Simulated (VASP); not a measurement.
Write the native input for VASP 6.6.1 that does the following.

```
Task                   : single point
Functional             : PBE
Potentials or basis    : VASP PAW PBE potentials, release 64 (B, As)
Cutoff                 : 520 eV
k mesh                 : 4 × 4 × 4
Occupations            : gaussian, width 0.02 eV
Spin                   : no spin polarisation
Further INCAR settings : ALGO = Normal; EDIFF = 1e-07; NBANDS = 11
```

The structure of BAs lies in POSCAR:

```
BAs                                     
1.0
    0.0000000000      2.4354537438      2.4354537438
    2.4354537438      0.0000000000      2.4354537438
    2.4354537438      2.4354537438      0.0000000000
  B               As            
     1     1
Direct
     0.0000000000000000    0.0000000000000000    0.0000000000000000
     0.2500000000000000    0.2500000000000000    0.2500000000000000
```

The cell isn't the ideal one: a relaxed cell with its volume scaled by 1.03.

These files were run (other wordings do the same):

INCAR

```
SYSTEM = BAs
PREC     = Accurate       ! precision mode
ENCUT    = 520            ! plane-wave cutoff, eV
EDIFF    = 1E-7           ! SCF threshold, eV
ISMEAR   = 0              ! smearing method
SIGMA    = 0.02           ! smearing width, eV
LREAL    = .False.        ! projectors in reciprocal space
LASPH    = .True.         ! aspherical terms in the spheres
NELM     = 60             ! most SCF steps
ALGO     = Normal         ! electronic algorithm
ISIF     = 2              ! what is computed and relaxed
LWAVE    = .False.        ! write WAVECAR
LCHARG   = .False.        ! write CHGCAR
GGA      = PE             ! functional
NBANDS   = 11             ! bands
```

KPOINTS

```
Automatic mesh
0
Gamma
  4 4 4
  0 0 0
```

Potentials or basis: VASP PAW PBE potentials, release 64 (B, As).

Run with:

```sh
$ cat potpaw_PBE.64/B/POTCAR potpaw_PBE.64/As/POTCAR > POTCAR
$ mpirun -np 1 vasp_std > vasp.out
```

It gave:

The pressure is -3.7 GPa and the band gap on the k mesh is 1.48 eV, indirect (least direct gap 3.19 eV).

Caveat: the k mesh is coarse (spacing up to 0.56 Å⁻¹), so the values aren't converged.

Wall time 3 s on 1 thread of Intel(R) Xeon(R) 6975P-C (Granite Rapids), on a shared host, peak memory 0.15 GiB.
